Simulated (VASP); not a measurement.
Here is a VASP 6.6.1 calculation.

INCAR

```
ALGO = Normal
EDIFF = 1E-6
EDIFFG = -0.01
ENCUT = 600
GGA = PE
IBRION = 2
ISIF = 3
ISMEAR = 0
KPAR = 2
LASPH = True
LCHARG = False
LREAL = False
LWAVE = False
NELM = 80
NSW = 90
PREC = Accurate
SIGMA = 0.03
```

File KPOINTS:

```
k-points
0
Gamma
  9 9 2
```

The input POSCAR:

```
Te2Mo
1.0
    3.5182000000      0.0000000000      0.0000000000
   -1.7591000000      3.0468505756      0.0000000000
    0.0000000000      0.0000000000     13.9736000000
Te Mo
4 2
Direct
    0.3333333333      0.6666666667      0.6210000000
    0.6666666667      0.3333333333      0.1210000000
    0.3333333333      0.6666666667      0.8790000000
    0.6666666667      0.3333333333      0.3790000000
    0.3333333333      0.6666666667      0.2500000000
    0.6666666667      0.3333333333      0.7500000000
```

Potentials or basis: VASP PAW PBE potentials, release 64 (Te, Mo_sv).

Launch:

```sh
$ cat potpaw_PBE.64/Te/POTCAR potpaw_PBE.64/Mo_sv/POTCAR > POTCAR
$ mpirun -np 2 vasp_std > vasp.out
```

(1) What does it give for the relaxed cell?

(2) What does it give for the space group after relaxing (to 0.05 Å)?

(3) What does it give for the relaxed volume?

Results:

(1) a = 3.555 Å, b = 3.555 Å, c = 15.196 Å, α = 90.00°, β = 90.00°, γ = 120.00°.

(2) P6_3/mmc (No. 194).

(3) 27.72 Å³/atom.

Caveat: this functional lacks dispersion, which binds the layers, so the pressure and a relaxed spacing across them are unreliable; the volume moved by +11 % from the deposited cell, more than functionals usually miss.
